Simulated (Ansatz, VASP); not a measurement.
## CaO: VASP beside Ansatz

```
CELL_PARAMETERS angstrom
4.29804 0.00000 0.00000
-2.14902 3.72221 0.00000
0.00000 0.00000 4.72106
ATOMIC_POSITIONS crystal
Ca 0.33333 0.66667 0.75000
Ca 0.66667 0.33333 0.25000
O 0.33333 0.66667 0.25000
O 0.66667 0.33333 0.75000
```

Alike in both runs: task single point; functional PBEsol; k mesh 9 × 9 × 6; occupations gaussian, width 0.02 eV; no spin polarisation.

|  | VASP | Ansatz |
| --- | --- | --- |
| version | VASP 6.6.1 | Ansatz 0.2.0 |
| potentials or method | VASP PAW PBE potentials, release 64 (Ca_sv, O) | scalar-relativistic, plane waves, PAW |
| plane-wave cutoff (eV) | 520 | 420 |
| valence electrons in the cell | 32 | 32 |

```tsv
	VASP	Ansatz	Ansatz less VASP
gap on the k mesh at the Fermi level (eV)	2.39	2.41	+0.014
least direct gap on the mesh (eV)	2.39	2.41	+0.014
pressure (GPa)	-9.0	-9.3	-0.27
largest component of the traceless stress (GPa)	3.14	2.89	-0.253
```

Caveats: the PAW data sets were made with another functional, which shifts forces and pressure a little (VASP); an odd mesh through Γ misses points on the zone boundary, where band edges often lie.
